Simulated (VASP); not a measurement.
# TiPbO3 (P4mm) in VASP: a series of runs

Aim: see how the results for TiPbO3 move with the level of theory and the settings. Levels: PBE, PBEsol. Tasks: phonons, dielectric tensor.

Everything below comes from runs of VASP 6.6.1. Logs are shortened: lines on timing, memory, paths and dates and some standing lists are left out, and cuts for length are marked.

### Step 1. The crystal as given

Symmetry: P4mm, No. 99, tetragonal system. Conventional cell: a = 3.842 Å, b = 3.842 Å, c = 4.747 Å, α = 90.00°, β = 90.00°, γ = 90.00°. Ti (site symmetry 4mm) is surrounded by 5 O at 1.75 to 1.99 Å. Around Pb (site symmetry 4mm) lie 8 O at 2.49 to 2.86 Å. Around O (site symmetry 4mm) lie 1 Ti at 1.75 Å. O (site symmetry 2mm) has 2 Ti at 1.99 Å as nearest neighbours.

### Step 2. Phonons, PBE

POSCAR

```
TiPbO3
1.0
    3.8415722646      0.0000000000      0.0000000000
    0.0000000000      3.8415722646      0.0000000000
    0.0000000000      0.0000000000      4.7472252996
  Ti              Pb              O
     1     1     3
Direct
     0.5000000000000000    0.5000000000000000    0.5171710937228444
     0.0000000000000000    0.0000000000000000    0.9605256379838100
     0.5000000000000000    0.5000000000000000    0.1490638185560769
     0.5000000000000000    0.0000000000000000    0.6272197248686413
     0.0000000000000000    0.5000000000000000    0.6272197248686413
```

INCAR.step1

```
SYSTEM = TiPbO3
  PREC = Accurate
  ENCUT = 600
  EDIFF = 1E-8
  ISMEAR = 0
  SIGMA = 0.03
  LREAL = .False.
  LASPH = .True.
  NELM = 80
  ALGO = Normal
  ISIF = 3
  LWAVE = .False.
  LCHARG = .False.
  GGA = PE
  KPAR = 2
  IBRION = 2
  NSW = 40
  EDIFFG = -0.002
```

INCAR.step2

```
SYSTEM = TiPbO3
  PREC = Accurate
  ENCUT = 600
  EDIFF = 1E-8
  ISMEAR = 0
  SIGMA = 0.03
  LREAL = .False.
  LASPH = .True.
  NELM = 80
  ALGO = Normal
  ISIF = 2
  LWAVE = .False.
  LCHARG = .False.
  GGA = PE
  KPAR = 2
  IBRION = 6
  NFREE = 2
  POTIM = 0.015
  NSW = 1
```

KPOINTS

```
regular mesh
0
Gamma
  8 8 8
  0 0 0
```

Potentials or basis: VASP PAW PBE potentials, release 64 (Ti_sv, Pb_d, O).

Started as:

```console
cat potpaw_PBE.64/Ti_sv/POTCAR potpaw_PBE.64/Pb_d/POTCAR potpaw_PBE.64/O/POTCAR > POTCAR
cp INCAR.step1 INCAR
mpirun -np 2 vasp_std > vasp.out
cp CONTCAR POSCAR
cp INCAR.step2 INCAR
mpirun -np 2 vasp_std > vasp.out
```

OUTCAR:

```text
SYSTEM = TiPbO3
   PREC = Accurate
   ENCUT = 600
   EDIFF = 1E-8
   ISMEAR = 0
   LREAL = .False.
   LASPH = .True.
   NELM = 80
   ISIF = 2
   GGA = PE
   IBRION = 6
   NFREE = 2
   POTIM = 0.015
   NSW = 1

 ion  position               nearest neighbor table
   1  0.500  0.500  0.517-   3 1.75   4 1.99   5 1.99   4 1.99   5 1.99   2 3.44   2 3.44   2 3.44
                             2 3.44
   2  0.000  0.000  0.961-   4 2.49   5 2.49   5 2.49   4 2.49   3 2.86   3 2.86   3 2.86   3 2.86
                             1 3.44   1 3.44   1 3.44   1 3.44
   3  0.500  0.500  0.149-   1 1.75   2 2.86   2 2.86   2 2.86   2 2.86
   4  0.500  0.000  0.627-   1 1.99   1 1.99   2 2.49   2 2.49
   5  0.000  0.500  0.627-   1 1.99   1 1.99   2 2.49   2 2.49

  LATTYP: Found a simple tetragonal cell.
 ALAT       =     3.8420815350
 C/A-ratio  =     1.2355453099

  Lattice vectors:

 A1 = (   3.8420815350,   0.0000000000,   0.0000000000)
 A2 = (   0.0000000000,   3.8420815350,   0.0000000000)
 A3 = (   0.0000000000,   0.0000000000,   4.7470658208)

Analysis of symmetry for initial positions (statically):
=====================================================================
 Subroutine PRICEL returns:
 Original cell was already a primitive cell.

 Routine SETGRP: Setting up the symmetry group for a
 simple tetragonal supercell.

 Subroutine GETGRP returns: Found  8 space group operations
 (whereof  8 operations were pure point group operations)
 out of a pool of 16 trial point group operations.

The static configuration has the point symmetry C_4v.

Analysis of symmetry for dynamics (positions and initial velocities):
=====================================================================
 Subroutine PRICEL returns:
 Original cell was already a primitive cell.

 Routine SETGRP: Setting up the symmetry group for a
 simple tetragonal supercell.

 Subroutine GETGRP returns: Found  8 space group operations
 (whereof  8 operations were pure point group operations)
 out of a pool of 16 trial point group operations.

The dynamic configuration has the point symmetry C_4v.

 Subroutine INISYM returns: Found  8 space group operations
 (whereof  8 operations are pure point group operations),
 and found     1 'primitive' translations

----------------------------------------------------------------------------------------

                                     Primitive cell

  volume of cell :      70.0742

  direct lattice vectors                    reciprocal lattice vectors
     3.842081535  0.000000000  0.000000000     0.260275580  0.000000000  0.000000000
     0.000000000  3.842081535  0.000000000     0.000000000  0.260275580  0.000000000
     0.000000000  0.000000000  4.747065821     0.000000000  0.000000000  0.210656443

  length of vectors
     3.842081535  3.842081535  4.747065821     0.260275580  0.260275580  0.210656443

  position of ions in fractional coordinates (direct lattice)
     0.500000000  0.500000000  0.517188999
     0.000000000  0.000000000  0.960510936
     0.500000000  0.500000000  0.149095322
     0.500000000  0.000000000  0.627202372
     0.000000000  0.500000000  0.627202372

  ion indices of the primitive-cell ions
   primitive index   ion index
                 1           1
                 2           2
                 3           3
                 4           4
                 5           5

----------------------------------------------------------------------------------------

 KPOINTS: regular mesh

Automatic generation of k-mesh.
[... 88 lines left out ...]
  Fermi-wavevector in a.u.,A,eV,Ry     =   1.401865  2.649141 26.738523  1.965226
  Thomas-Fermi vector in A             =   2.524684
   LORBIT       =      0    0 simple, 1 ext, 2 COOP (PROOUT), +10 PAW based schemes
   GGA     = PE    functional components
   LHFCALC =     F    Hartree Fock is set to
   AEXX    =    0.0000 exact exchange contribution
   IVDW    =     0    specifies the selected vdW correction
   LEPSILON=     F    determine dielectric tensor
   LRPA    =     F    only Hartree local field effects (RPA)
 finite differences with symmetry
 non-spin polarized calculation
 Gauss-broadening in eV      SIGMA  =   0.03
  energy-cutoff  :      600.00
  volume of cell :       70.07
 maximum number of plane-waves:      2358
 NGX is ok and might be reduce to    32
   NGX = 15   NGY = 15   NGZ = 19

--------------------------------------- Ionic step        1  -------------------------------------------

 number of electron      44.0000014 magnetization

 Free energy of the ion-electron system (eV)
  ---------------------------------------------------
  ext. energy  EPLUGINS =         0.00000000
  ---------------------------------------------------
  free energy    TOTEN  =       -37.93114020 eV

  energy without entropy =      -37.93114020  energy(sigma->0) =      -37.93114020

------------------------ aborting loop because EDIFF is reached ----------------------------------------

  FORCE on cell =-STRESS in cart. coord.  units (eV):
  Direction    XX          YY          ZZ          XY          YZ          ZX
  --------------------------------------------------------------------------------------
  -------------------------------------------------------------------------------------
  Total        0.0006728      0.0006728     -0.0034739      0.0000000      0.0000000      0.0000000
  in kB        0.0153819      0.0153819     -0.0794264      0.0000000      0.0000000      0.0000000
  external PRESSURE =      -0.0162208 kB  Pullay stress =       0.0000000 kB
[... 98 lines left out ...]
  FREE ENERGIE OF THE ION-ELECTRON SYSTEM (eV)
  ---------------------------------------------------
  free  energy   TOTEN  =       -37.9303199620 eV

  energy  without entropy=      -37.9303199620  energy(sigma->0) =      -37.93031996

[... ionic steps 4 to 16 ...]

--------------------------------------- Ionic step       17  -------------------------------------------

 number of electron      44.0000014 magnetization

------------------------ aborting loop because EDIFF is reached ----------------------------------------
[... 73 lines left out ...]
--------------------------------------- Ionic step       19  -------------------------------------------

 number of electron      44.0000015 magnetization

 Free energy of the ion-electron system (eV)
  ---------------------------------------------------
  ext. energy  EPLUGINS =         0.00000000
  ---------------------------------------------------
  free energy    TOTEN  =       -37.93052361 eV

  energy without entropy =      -37.93052361  energy(sigma->0) =      -37.93052361

 E-fermi :   5.3203     XC(G=0): -10.6879

 val. band max:        5.0403246735   @ k =   0.0000   0.5000   0.0000
 cond. band min:       6.9696187629   @ k =   0.0000   0.0000   0.5000
 fundamental gap:      1.9292940895
 Fermi energy:         5.3203443507

 k-point     1 :       0.0000    0.0000    0.0000
  band No.  band energies     occupation
      1     -51.7011      2.00000
      2     -28.1100      2.00000
      3     -27.9166      2.00000
      4     -27.9158      2.00000
      5     -12.8860      2.00000
      6     -11.9520      2.00000
[... 685 lines left out ...]
     25       8.4425      0.00000
     26       8.7314      0.00000

 [... further k-points ...]

------------------------ aborting loop because EDIFF is reached ----------------------------------------

  FORCE on cell =-STRESS in cart. coord.  units (eV):
  Direction    XX          YY          ZZ          XY          YZ          ZX
  --------------------------------------------------------------------------------------
  -------------------------------------------------------------------------------------
  Total       -0.0335853      0.0729752     -0.0064208      0.0000000      0.0000000      0.0000000
  in kB       -0.7678942      1.6685054     -0.1468056      0.0000000      0.0000000      0.0000000
  external PRESSURE =       0.2512685 kB  Pullay stress =       0.0000000 kB
[... 20 lines left out ...]
  FREE ENERGIE OF THE ION-ELECTRON SYSTEM (eV)
  ---------------------------------------------------
  free  energy   TOTEN  =       -37.9305236113 eV

  energy  without entropy=      -37.9305236113  energy(sigma->0) =      -37.93052361

 INTERNAL STRAIN TENSORS FROM DISPLACED ATOMS
 ============================================

 INTERNAL STRAIN TENSOR FOR ION    1 for displacements in x,y,z  (eV/Angst):
          X           Y           Z          XY          YZ          ZX
  --------------------------------------------------------------------------------
  x     0.00000     0.00000     0.00000     0.00000     0.00000    -1.26586
  y     0.00000     0.00000     0.00000     0.00000    -1.26593     0.00000
  z     4.96760     4.96760   -35.96570     0.00000     0.00000     0.00000

 INTERNAL STRAIN TENSOR FOR ION    5 for displacements in x,y,z  (eV/Angst):
          X           Y           Z          XY          YZ          ZX
  --------------------------------------------------------------------------------
  x     0.00000     0.00000     0.00000     0.00000     0.00000    -0.06657
  y     0.00000     0.00000     0.00000     0.00000     3.70996     0.00000
  z    -4.77429     2.35259     0.22039     0.00000     0.00000     0.00000

 Eigenvectors and eigenvalues of the dynamical matrix
 ----------------------------------------------------

   1 f  =   22.429252 THz   140.927144 2PiTHz  748.159303 cm-1    92.759890 meV
             X         Y         Z           dx          dy          dz
      1.921041  1.921041  2.455130     0.000000    0.000000    0.490420
      0.000000  0.000000  4.559609     0.000000   -0.000000   -0.040357
      1.921041  1.921041  0.707765     0.000000   -0.000000   -0.863164
      1.921041  0.000000  2.977371     0.000000   -0.000000    0.080022
      0.000000  1.921041  2.977371    -0.000000    0.000000    0.080022
[... 105 lines left out ...]
  15 f/i=    0.009666 THz     0.060735 2PiTHz    0.322430 cm-1     0.039976 meV
             X         Y         Z           dx          dy          dz
      1.921041  1.921041  2.455130     0.125065    0.377758   -0.000000
      0.000000  0.000000  4.559609     0.259509    0.783844   -0.000000
      1.921041  1.921041  0.707765     0.072561    0.219170   -0.000000
      1.921041  0.000000  2.977371     0.072614    0.219010   -0.000000
      0.000000  1.921041  2.977371     0.072508    0.219330   -0.000000

 ELASTIC MODULI CONTR FROM IONIC RELAXATION (kBar)
 Direction    XX          YY          ZZ          XY          YZ          ZX
 --------------------------------------------------------------------------------
 XX        -514.8675   -228.9386   -506.4262      0.0000      0.0000      0.0000
 YY        -228.9386   -514.8675   -506.4262      0.0000     -0.0000      0.0000
 ZZ        -506.4262   -506.4262  -1999.1308      0.0000      0.0000     -0.0000
 XY           0.0000      0.0000      0.0000      0.0000      0.0000      0.0000
 YZ           0.0000     -0.0000      0.0000      0.0000   -257.5013      0.0000
 ZX           0.0000      0.0000     -0.0000      0.0000      0.0000   -257.4974
 --------------------------------------------------------------------------------
```

It took 31 min on 2 MPI ranks of Intel Xeon Platinum 8259CL at 2.50GHz (Skylake/Cascade Lake), shared host; peak memory 0.66 GiB.

Results:

```
Highest phonon frequency at Γ, LO-TO splitting left out : 748 cm⁻¹
```

Phonon frequencies in cm⁻¹ (negative: imaginary):
| q point | frequencies |
| --- | --- |
| (0.000, 0.000, 0.000) | 0 0 0 95 95 168 242 242 256 256 263 400 499 499 748 |

The run has no spin-orbit coupling, so splittings on Pb are missing.

### Step 3. Dielectric tensor, PBE

INCAR

```
SYSTEM = TiPbO3
  PREC = Accurate
  ENCUT = 600
  EDIFF = 1E-8
  ISMEAR = 0
  SIGMA = 0.03
  LREAL = .False.
  LASPH = .True.
  NELM = 80
  ALGO = Normal
  ISIF = 2
  LWAVE = .False.
  LCHARG = .False.
  GGA = PE
  LEPSILON = .True.
  KPAR = 2
```

KPOINTS

```
regular mesh
0
Monkhorst
  10 10 8
  0 0 0
```

POSCAR

```
TiPbO3                                  
1.0
    3.8420815350      0.0000000000      0.0000000000
    0.0000000000      3.8420815350      0.0000000000
    0.0000000000     -0.0000000000      4.7470658208
  Ti              Pb              O             
     1     1     3
Direct
     0.5000000000000000    0.5000000000000000    0.5171889986550038
     0.0000000000000000    1.0000000000000000    0.9605109360464136
     0.5000000000000000    0.5000000000000000    0.1490953216328237
     0.5000000000000000    0.0000000000000000    0.6272023718328830
     0.0000000000000000    0.5000000000000000    0.6272023718328830
```

Potentials or basis: VASP PAW PBE potentials, release 64 (Ti_sv, Pb_d, O).

Started as:

```console
cat potpaw_PBE.64/Ti_sv/POTCAR potpaw_PBE.64/Pb_d/POTCAR potpaw_PBE.64/O/POTCAR > POTCAR
mpirun -np 2 vasp_std > vasp.out
```

OUTCAR:

```text
SYSTEM = TiPbO3
   PREC = Accurate
   ENCUT = 600
   EDIFF = 1E-8
   ISMEAR = 0
   LREAL = .False.
   LASPH = .True.
   NELM = 80
   ISIF = 2
   GGA = PE
   LEPSILON = .True.

 ion  position               nearest neighbor table
   1  0.500  0.500  0.517-   3 1.75   4 1.99   5 1.99   4 1.99   5 1.99   2 3.44   2 3.44   2 3.44
                             2 3.44
   2  0.000  0.000  0.961-   4 2.49   5 2.49   5 2.49   4 2.49   3 2.86   3 2.86   3 2.86   3 2.86
                             1 3.44   1 3.44   1 3.44   1 3.44
   3  0.500  0.500  0.149-   1 1.75   2 2.86   2 2.86   2 2.86   2 2.86
   4  0.500  0.000  0.627-   1 1.99   1 1.99   2 2.49   2 2.49
   5  0.000  0.500  0.627-   1 1.99   1 1.99   2 2.49   2 2.49

  LATTYP: Found a simple tetragonal cell.
 ALAT       =     3.8420815350
 C/A-ratio  =     1.2355453099

  Lattice vectors:

 A1 = (   3.8420815350,   0.0000000000,   0.0000000000)
 A2 = (   0.0000000000,   3.8420815350,   0.0000000000)
 A3 = (   0.0000000000,   0.0000000000,   4.7470658208)

Analysis of symmetry for initial positions (statically):
=====================================================================
 Subroutine PRICEL returns:
 Original cell was already a primitive cell.
[... 941 lines left out ...]

 PIEZOELECTRIC TENSOR FIELD DIRECTION 3  (e Angst)
 -----------------------------------------------------------------------------
    -1.28128  0.00000  0.00000           (  0.44506  0.00000  0.00000)
     0.00000 -1.28128  0.00000           (  0.00000  0.44506  0.00000)
     0.00000 -0.00000  2.15290           (  0.00000  0.00000 -1.45709)

 PIEZOELECTRIC TENSOR FIELD DIRECTION 3  (C/m^2)
 -----------------------------------------------------------------------------
    -0.29295  0.00000  0.00000
     0.00000 -0.29295  0.00000
     0.00000 -0.00000  0.49224

 MACROSCOPIC STATIC DIELECTRIC TENSOR (including local field effects in DFT)
 ------------------------------------------------------
           6.276726    -0.000000    -0.000000
           0.000000     6.276726     0.000000
          -0.000000     0.000000     5.945614
 ------------------------------------------------------

 PIEZOELECTRIC TENSOR (including local field effects)  for field in x, y, z        (e  Angst)
          XX          YY          ZZ          XY          YZ          ZX
  --------------------------------------------------------------------------------
  x     0.00000     0.00000     0.00000     0.00000     0.00000    -0.53313
  y    -0.00000     0.00000     0.00000     0.00000    -0.53313     0.00000
  z    -1.28128    -1.28128     2.15290     0.00000     0.00000     0.00000

 PIEZOELECTRIC TENSOR (including local field effects)  for field in x, y, z        (C/m^2)
          XX          YY          ZZ          XY          YZ          ZX
  --------------------------------------------------------------------------------
  x     0.00000     0.00000     0.00000     0.00000     0.00000    -0.12189
  y    -0.00000     0.00000     0.00000     0.00000    -0.12189     0.00000
  z    -0.29295    -0.29295     0.49224     0.00000     0.00000     0.00000

 BORN EFFECTIVE CHARGES (including local field effects) (in |e|, cummulative output)
 ---------------------------------------------------------------------------------
 ion    1
    1     5.41842     0.00000     0.00000
    2     0.00000     5.41842     0.00000
    3     0.00000     0.00000     4.59500
 ion    2
    1     3.49203     0.00000    -0.00000
    2     0.00000     3.49203     0.00000
    3     0.00000     0.00000     3.29669
 ion    3
    1    -1.77006     0.00000    -0.00000
    2     0.00000    -1.77006     0.00000
    3     0.00000     0.00000    -4.00081
 ion    4
    1    -2.57227     0.00000     0.00000
    2     0.00000    -4.56812    -0.00000
    3     0.00000    -0.00000    -1.94544
 ion    5
    1    -4.56812     0.00000     0.00000
    2     0.00000    -2.57227     0.00000
    3     0.00000    -0.00000    -1.94544
```

OSZICAR:

```text
N       E                     dE             d eps       ncg     rms          rms(c)
DAV:   1     0.615115390849E+03    0.61512E+03   -0.24411E+04  3120   0.224E+03
DAV:   2     0.592630277387E+02   -0.55585E+03   -0.54324E+03  3244   0.585E+02
DAV:   3    -0.422513198626E+02   -0.10151E+03   -0.99004E+02  4790   0.229E+02
DAV:   4    -0.478958428989E+02   -0.56445E+01   -0.56362E+01  4640   0.509E+01
[... 12 lines left out ...]
RMM:  26    -0.103553993253E+01   -0.56876E-07   -0.64721E-06  5828   0.123E-03    0.389E-05
RMM:  27    -0.103553994481E+01   -0.12281E-07   -0.61689E-07  5639   0.120E-03    0.436E-05
RMM:  28    -0.103553985900E+01    0.85810E-07   -0.83442E-06  5498   0.118E-03    0.489E-05
RMM:  29    -0.103554002152E+01   -0.16252E-06    0.21128E-06  5511   0.116E-03    0.405E-05
RMM:  30    -0.103554007728E+01   -0.55758E-07   -0.83678E-06  5302   0.115E-03    0.419E-05
```

Run time: 44 min. Hardware: 2 MPI ranks of Intel Xeon Platinum 8259CL at 2.50GHz (Skylake/Cascade Lake), shared host; peak memory 1 GiB.

Results:

| Property | Result |
| --- | --- |
| Electronic dielectric tensor (diagonal) | 6.28, 6.28, 5.95 |
| Born charges (mean of the diagonal) | Ti +5.14; Pb +3.43; O -2.51, -3.03 e |

Electronic dielectric tensor:
```
6.28 0.00 0.00
0.00 6.28 0.00
0.00 0.00 5.95
```

Born effective charge tensors (e):
atom 1, Ti
```
5.42 0.00 0.00
0.00 5.42 0.00
0.00 0.00 4.59
```
atom 2, Pb
```
3.49 0.00 0.00
0.00 3.49 0.00
0.00 0.00 3.30
```
atom 3, O
```
-1.77  0.00  0.00
 0.00 -1.77  0.00
 0.00  0.00 -4.00
```
atom 4, O
```
-2.57  0.00  0.00
 0.00 -4.57  0.00
 0.00  0.00 -1.95
```
atom 5, O
```
-4.57  0.00  0.00
 0.00 -2.57  0.00
 0.00  0.00 -1.95
```

(Continued in part 2 of 2.)
